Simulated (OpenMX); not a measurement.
# Te2Mo in OpenMX: convergence with NumGridK

Te2Mo, a slab with vacuum:

```
CELL_PARAMETERS angstrom
6.36161 0.00000 0.00000
0.00000 3.48040 0.00000
-0.08574 0.00000 36.17589
ATOMIC_POSITIONS crystal
Te 0.43383 0.75231 0.53943
Te 0.56655 0.24083 0.45839
Te 0.92255 0.25040 0.55605
Te 0.08403 0.74685 0.44246
Mo 0.18131 0.24298 0.49877
Mo 0.81820 0.73795 0.50301
```

The cell isn't the ideal one: atoms moved at random, drawn with an rms of 0.05 Å.

* Program: OpenMX 3.8.5
* Task: convergence study
* Functional: PBE
* Potentials or basis: OpenMX 2013 PBE set, Te7.0-s3p2d2, Mo7.0-s3p2d1, grid cutoff 500 Ry
* k mesh: 3 × 7 × 1
* Occupations: fermi-dirac, width 0.05 eV
* Spin: no spin polarisation

These are the settings of the first run; the series varies NumGridK, with any setting tied to it.

Hardware: 1 thread of Arm Neoverse V2, on a shared host.

```csv
NumGridK,"energy less the tightest run, at zero smearing (meV/atom)",largest force (eV/Å),SCF cycles,CPU time (s),peak memory (GiB)
400 200,4.89,2.036,25,150,3.3
900 350,2.39,2.035,25,150,3.3
1600 500,2.26,2.039,25,150,3.3
2500 700,2.45,2.036,25,150,3.3
3600 900,-1.00,2.032,25,150,3.3
4900 1200,0.00,2.035,25,150,3.3
```

Against the tightest run, the energy stays within 1 meV/atom from 3600 900 on; the largest force stays within 0.005 eV/Å from 400 200 on. Values are those asked for, which the program may round to a finer grid. The tightest run that finished is the yardstick and may itself not be fully converged.

 The run has no spin-orbit coupling, so splittings on Te are missing.
